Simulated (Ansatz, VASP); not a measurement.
## One calculation of Sc, two programs

Contents of INCAR:

```
SYSTEM = Sc
PREC = Accurate
ENCUT = 520
EDIFF = 1E-6
ISMEAR = 0
SIGMA = 0.1
LREAL = .False.
LASPH = .True.
NELM = 60
ALGO = Normal
ISIF = 2
LWAVE = .False.
LCHARG = .False.
GGA = PS
NBANDS = 12
```

The input KPOINTS:

```
regular mesh
0
Gamma
  8 8 8
  0 0 0
```

POSCAR

```
Sc
1.0
    0.0000000000      2.1151509725      2.1151509725
    2.1151509725      0.0000000000      2.1151509725
    2.1151509725      2.1151509725      0.0000000000
Sc
1
Direct
    0.0000000000      0.0000000000      0.0000000000
```

Input for Ansatz:

```yaml
crystal:
  lattice:
    - [0.0, 2.1151509725, 2.1151509725]
    - [2.1151509725, 0.0, 2.1151509725]
    - [2.1151509725, 2.1151509725, 0.0]
  atoms:
    - { symbol: Sc, position: [0.0, 0.0, 0.0] }
basis:
  ecutwfc: 420
kpoints:
  mp_grid: { grid: [8, 8, 8] }
hamiltonian:
  xc: pbesol
scf:
  occupations: { method: gaussian, width: 0.1 }
output:
  forces: true
  stress: true
  eigenvalues: true
```

Alike in both runs: task single point; functional PBEsol; k mesh 8 × 8 × 8; occupations gaussian, width 0.1 eV; no spin polarisation.

|  | VASP | Ansatz |
| --- | --- | --- |
| version | VASP 6.6.1 | Ansatz 0.2.0 |
| potentials or method | VASP PAW PBE potentials, release 64 (Sc_sv) | scalar-relativistic, plane waves, PAW |
| plane-wave cutoff (eV) | 520 | 420 |
| valence electrons in the cell | 11 | 11 |

```csv
,VASP,Ansatz,Ansatz less VASP
gap on the k mesh at the Fermi level (eV),none,none,-
pressure (GPa),16.7,16.7,-0.09
```

A gap of «none» marks a metal or a gap that the smearing closes.

Caveats: so large a pressure means that the cell lies far from this level's equilibrium, or that cutoff or potentials fall short (VASP); the potentials were made for another functional, which shifts forces and pressure (VASP).
